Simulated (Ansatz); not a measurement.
The parent structure is BeO in the wurtzite structure (space group P6_3mc, No. 186; a = 2.690 Å, c = 4.370 Å). Axes: x lies along a and z along c of the hexagonal cell.

Structures relaxed with Ansatz (a quantum-chemistry and plane-wave program) r2SCAN, no spin-orbit coupling.

Base:

Simulated powder pattern, Cu Kα1, λ = 1.54056 Å (kinematic, ideal powder, no thermal factors, no anomalous dispersion; the 14 strongest lines at most, above 2 %, up to 2θ = 90°):

| 2θ (°) | I/Imax (%) | hkl |
|---|---|---|
| 38.61 | 83 | (100) |
| 41.29 | 54 | (002) |
| 44.00 | 100 | (101) |
| 57.80 | 23 | (102) |
| 69.86 | 38 | (110) |
| 77.17 | 35 | (103) |
| 82.78 | 5.5 | (200) |
| 84.51 | 23 | (112) |
| 86.36 | 6.4 | (201) |

One thing is altered: tensor shear ε_xz = −3.08 % (engineering shear γ = -0.0616); the atoms relax in the strained cell.

Question: How do the reflections move or split?

Answer: 
Simulated powder pattern, Cu Kα1, λ = 1.54056 Å (kinematic, ideal powder, no thermal factors, no anomalous dispersion; the 14 strongest lines at most, above 2 %, up to 2θ = 90°):

```
2θ (°)  d (Å)  I/Imax (%)       hkl
------  -----  ----------  --------
38.61   2.330          48     (010)
38.65   2.328         100     (100)
41.35   2.182          96     (002)
43.02   2.101          63  (1 0 -1)
44.02   2.055          60     (011)
45.08   2.010          55     (101)
56.18   1.636          16  (1 0 -2)
57.85   1.593          13     (012)
69.89   1.345          46     (110)
69.98   1.343          23  (2 -1 0)
75.08   1.264          23  (1 0 -3)
77.26   1.234          21     (013)
79.47   1.205          19     (103)
83.14   1.161          15  (1 1 -2)
```

The indices refer to the base's conventional cell; one index is shown for lines that coincide. The space group is now Cc (No. 9).

No phonon test of stability was made.
